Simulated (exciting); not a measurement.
# ZnSe (Stilleite): single point with PBE

**Measured values to compare with.**

“Alloy Disordering Effects on the Thermal Conductivity and Energy Gap Temperature Dependence of Cd1−xZnxSe Ternary Crystals Grown by the Bridgman Method”, 2023, pmc:10253836 reports, for a bulk crystal of ZnSe at 300 K: band gap 2.695 ± 0.003 eV (an exciton energy, a little under the gap).

The system is ZnSe (Stilleite).

```
Se Zn
1.0
     0.00000    2.83380    2.83380
     2.83380    0.00000    2.83380
     2.83380    2.83380    0.00000
Se Zn
1 1
Direct
  0.75000 0.75000 0.75000
  0.00000 0.00000 0.00000
```

```json
{
  "Program": "exciting (release sodium)",
  "Task": "single point",
  "Functional": "PBE",
  "Potentials or basis": "all-electron LAPW+lo, shipped species files, valence relativity iora*",
  "rgkmax": "9",
  "k mesh": "8 × 8 × 8",
  "Occupations": "gaussian, width 0.011 eV",
  "Spin": "no spin polarisation"
}
```

The band gap on the k mesh is 1.29 eV, direct. The all electrons inside the program's atomic spheres are Se 31.27; Zn 28.12 (radii Se 2.0, Zn 2.0 bohr).

Levels at points of the mesh, in eV from the valence-band top:
| k point | band 14 | band 15 | band 16 | band 17 | band 18 | band 19 | band 20 | band 21 |
| --- | --- | --- | --- | --- | --- | --- | --- | --- |
| (0.00, 0.00, 0.00) | -6.18 | 0.00 | 0.00 | 0.00 | 1.29 | 5.81 | 5.81 | 5.81 |
| (0.50, 0.00, 0.00) | -6.02 | -5.22 | -0.87 | -0.87 | 2.55 | 6.40 | 6.40 | 8.59 |
| (0.50, 0.50, 0.00) | -6.00 | -4.75 | -2.18 | -2.18 | 3.00 | 3.47 | 10.74 | 11.26 |

Wall time 4.7 min on 1 thread of Arm Neoverse V1, on a shared host, peak memory 0.14 GiB.

Against the measured gap of ZnSe, 2.695 eV (an exciton energy, a little under the gap; 300 K; “Alloy Disordering Effects on the Thermal Conductivity and Energy Gap Temperature Dependence of Cd1−xZnxSe Ternary Crystals Grown by the Bridgman Method”, 2023, pmc:10253836), the calculated 1.29 eV is off by -1.41 eV. So large a miss can be the level of theory's own, or it may mean another phase, state or a wrong row. Spin-orbit coupling on Se is left out. The value is that of PBE, without temperature or zero-point motion. Semilocal functionals fall short of measured gaps as a rule.
